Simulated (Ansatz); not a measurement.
C under changes of volume

One of the cells (9.369 Å³/atom); the others are scaled copies at fixed shape and fractional positions:

```xyz
4
Lattice="1.2280 -2.1271 0.0000 1.2280 2.1271 0.0000 0.0000 0.0000 7.1733" Properties=species:S:1:pos:R:3 pbc="T T T"
C     1.2280   -1.7724    5.4025
C     1.2280    0.3547    1.7708
C     1.2280    1.7724    1.7708
C     1.2280   -0.3547    5.4025
```

This is a stacking variant of graphite.

| Item | Value |
| --- | --- |
| Program | Ansatz 0.2.0 |
| Functional | r2SCAN |
| Potentials or basis | Ansatz PAW |
| Cutoff | 500 eV (not typed: the program's choice for these potentials) |
| k mesh | 12 × 12 × 4 |
| Occupations | fermi-dirac, width 0.05 eV |
| Spin | no spin polarisation |

| volume (Å³/atom) | energy over the lowest point (meV/atom) | pressure (GPa) | largest force (eV/Å) |
| --- | --- | --- | --- |
| 8.807 | 30.59 | 18.4 | 0.025 |
| 8.994 | 13.08 | 11.7 | 0.024 |
| 9.181 | 3.10 | 5.5 | 0.023 |
| 9.369 | 0.00 | -0.1 | 0.021 |
| 9.556 | 3.18 | -5.2 | 0.020 |
| 9.744 | 12.09 | -9.9 | 0.019 |
| 9.931 | ? | ? | ? |

What does the run at 9.931 Å³/atom give?

Energy over the lowest point 26.24 meV/atom; pressure -14.2 GPa; largest force 0.018 eV/Å.

Worked out: A Birch-Murnaghan fit of order 3 (a polynomial in V^(-2/3)) to the other rows has its minimum at 9.36 Å³/atom with B0 = V·E''(V) = 268 GPa and B' = 3.7 at fixed shape and positions, which overstates the stiffness. It gives 26.15 meV/atom at 9.931 Å³/atom, against the run's 26.24, and -dE/dV = -14.1 GPa, against -14.2.

Energies are extrapolated to zero smearing.

Caveats: the PAW data sets come from PBE, with cores solved anew for the run's functional, which leaves a small shift of forces and pressure.
